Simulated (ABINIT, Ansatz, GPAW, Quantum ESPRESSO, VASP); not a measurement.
# TiSi2: 6 runs at one level of theory

```
Ti Si
1.0
     1.76511   -6.75928    0.00000
     1.76511    6.75928    0.00000
     0.00000    0.00000    3.56517
Ti Si
2 4
Direct
  0.10312 0.89688 0.25000
  0.89688 0.10312 0.75000
  0.75031 0.24969 0.25000
  0.24969 0.75031 0.75000
  0.44175 0.55825 0.25000
  0.55825 0.44175 0.75000
```

The cell comes from a database or a generator and needn't be the stable form of this composition.

Alike in all runs: task single point; functional PBEsol; k mesh 8 × 8 × 8; occupations fermi-dirac, width 0.05 eV; no spin polarisation; no spin-orbit coupling. Pressure is positive in compression and, in plane waves, holds the error of the finite cutoff, which Ansatz's Pulay term estimates and takes out.

```tsv
program and potentials	plane-wave cutoff (eV)	notes	band gap (eV)	pressure (GPa)	largest force (eV/Å)
Ansatz, Ansatz PAW	420	potentials made for PBE, which Ansatz adapts in part; Pulay term of +0.03 GPa included	no gap	-2.18	0.204
Quantum ESPRESSO, GBRV 1.5 PBEsol	612	-	no gap	-2.22	0.200
Ansatz, all-electron LAPW, scalar-relativistic	-	-	no gap	-2.19	0.201
GPAW, PAW data sets generated for this functional	600	-	no gap	-1.72	0.219
VASP, PBE PAW files Si, Ti_sv, 520 eV	520	potentials made for PBE	no gap	-2.04	0.203
ABINIT, JTH PAW PBE v2.0	408	potentials made for PBE	no gap	-1.94	0.199
```

Force on atom 5 (Si), eV/Å:

| program and potentials | x | y | z |
| --- | --- | --- | --- |
| Ansatz, Ansatz PAW | 0.000 | 0.204 | 0.000 |
| Quantum ESPRESSO, GBRV 1.5 PBEsol | 0.000 | 0.200 | 0.000 |
| Ansatz, all-electron LAPW, scalar-relativistic | 0.000 | 0.201 | 0.000 |
| GPAW, PAW data sets generated for this functional | 0.000 | 0.219 | 0.000 |
| VASP, PBE PAW files Si, Ti_sv, 520 eV | 0.000 | 0.203 | 0.000 |
| ABINIT, JTH PAW PBE v2.0 | 0.000 | 0.199 | 0.000 |

None finds a gap. The pressure spans -2.22 (Quantum ESPRESSO, GBRV 1.5 PBEsol) to -1.72 GPa (GPAW, PAW data sets generated for this functional), with all-electron results at -2.19.

The functional is the same throughout but for its coding, so the spread measures potentials, basis and numerics; runs on potential files found faulty are left out.
